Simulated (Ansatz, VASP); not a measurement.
# Two plane-wave programs on Re

Contents of INCAR:

```
SYSTEM = Re
  PREC = Accurate
  ENCUT = 520
  EDIFF = 1E-6
  ISMEAR = 0
  SIGMA = 0.1
  LREAL = .False.
  LASPH = .True.
  NELM = 80
  ALGO = Normal
  ISIF = 2
  LWAVE = .False.
  LCHARG = .False.
  GGA = PS
  NBANDS = 10
```

KPOINTS

```
regular mesh
0
Gamma
  18 18 18
  0 0 0
```

File POSCAR:

```
Re
1.0
    0.0000000000      1.9812805000      1.9812805000
    1.9812805000      0.0000000000      1.9812805000
    1.9812805000      1.9812805000      0.0000000000
Re
1
Direct
    0.0000000000      0.0000000000      0.0000000000
```

Input for Ansatz:

```yaml
crystal:
  lattice:
    - [0.0, 1.9812805, 1.9812805]
    - [1.9812805, 0.0, 1.9812805]
    - [1.9812805, 1.9812805, 0.0]
  atoms:
    - { symbol: Re, position: [0.0, 0.0, 0.0] }
basis:
  ecutwfc: 420
kpoints:
  mp_grid: { grid: [18, 18, 18] }
hamiltonian:
  xc: pbesol
scf:
  occupations: { method: gaussian, width: 0.1 }
output:
  forces: true
  stress: true
  eigenvalues: true
  populations: true
```

Alike in both runs: task single point; functional PBEsol; k mesh 18 × 18 × 18; occupations gaussian, width 0.1 eV; no spin polarisation.

|  | VASP | Ansatz |
| --- | --- | --- |
| version | VASP 6.6.1 | Ansatz 0.2.0 |
| potentials or method | VASP PAW PBE potentials, release 64 (Re) | scalar-relativistic, plane waves, PAW |
| plane-wave cutoff (eV) | 520 | 420 |
| valence electrons in the cell | 7 | 15 |

Ansatz gave:

| Quantity | Value |
| --- | --- |
| gap on the k mesh at the Fermi level (eV) | none |
| pressure (GPa) | -21.2 |

Task: What did VASP give for the same quantities?

Result: gap on the k mesh at the Fermi level (eV): none; pressure (GPa): -21.8.

A gap of «none» marks a metal or a gap that the smearing closes. The two sets of potentials don't hold the same shells in valence.

Caveats: so large a pressure means that the cell lies far from this level's equilibrium, or that cutoff or potentials fall short (VASP); the potentials were made for another functional, which shifts forces and pressure (VASP). Spin-orbit coupling is left out, which matters for the levels of Re.
